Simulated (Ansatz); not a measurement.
CuCl: what the electron mass says about interband coupling

Theory: Ansatz 0.2.0, DFT PBE, scalar-relativistic, plane waves, PAW.

Settings: cutoff 420 eV, Γ-centred mesh 12×12×12 on the computed 2-atom cell, Gaussian smearing of 0.02 eV; no spin polarisation.

Relaxed cell: F-43m, a = 5.424 Å, b = 5.424 Å, c = 5.424 Å, α = 90.00°, β = 90.00°, γ = 90.00°, 2 atoms in the primitive cell.

The direct gap at Γ is 0.526 eV, and at Γ the conduction band has a mass of 0.2198 mₑ and the lightest hole 0.3162 mₑ, both along z.

Q: Use two-band k·p theory to get the Kane energy. As an exercise, what mass follows if the true gap is 1.5 times the computed one (semilocal functionals can miss by more, threefold or worse in zinc and cadmium oxides)?

A: Coupling to the valence top alone gives mₑ/m* = 1 + E_P/E_g, so E_P = E_g (mₑ/m* − 1) = 0.526 × (4.55 − 1) = 1.9 eV. The light hole is the mirror band, mₑ/mₗₕ = E_P/E_g − 1, and gives 2.2 eV; the spread shows what other bands add. Fits to experiment give about 15 to 31 eV for common tetrahedral semiconductors; the figure from the electron is a net one, lowered by higher conduction bands, and semilocal functionals tend to give less. With E_P fixed and E_g = 0.79 eV the mass becomes 0.297 mₑ: in this model the mass grows with the gap, in proportion where E_P ≫ E_g, which is why functionals that close gaps give light electrons. A correction that opens the gap also strengthens the coupling, so the true mass usually rises less. Remote bands and spin-orbit splitting are left out of the model.

Cost: 3 runs of about 1.6 core-minutes in all, on Arm Neoverse V1 (shared hosts).